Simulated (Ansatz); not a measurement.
`C=CCC` at its PBE0-D4/def2-TZVP geometry, where that method's forces vanish. Total charge 0; spin multiplicity 1.

```xyz
12

C    -1.6090    0.1752   -0.5907
C    -0.3690    0.3724   -1.0170
C     0.8852    0.1194   -0.2446
C     0.6927   -0.4180    1.1600
H    -1.8244   -0.2047    0.4020
H    -2.4602    0.3895   -1.2263
H    -0.2219    0.7565   -2.0249
H     1.4603    1.0537   -0.2096
H     1.5111   -0.5712   -0.8244
H     0.1652   -1.3750    1.1507
H     0.1139    0.2754    1.7752
H     1.6561   -0.5731    1.6496
```

What forces (eV/Å) does ωB97M-V/def2-TZVPP give on these atoms in Ansatz 0.2.0? (Best estimate.)

Computed: 
```
C1  -0.025 -0.006  0.017
C2  -0.196  0.055 -0.154
C3   0.296  0.041 -0.084
C4  -0.031 -0.075  0.197
H5   0.026  0.027 -0.072
H6   0.074 -0.015  0.045
H7  -0.022 -0.030  0.077
H8  -0.058 -0.081  0.005
H9  -0.062  0.053  0.056
H10  0.035  0.069 -0.003
H11  0.038 -0.048 -0.047
H12 -0.074  0.011 -0.037
```
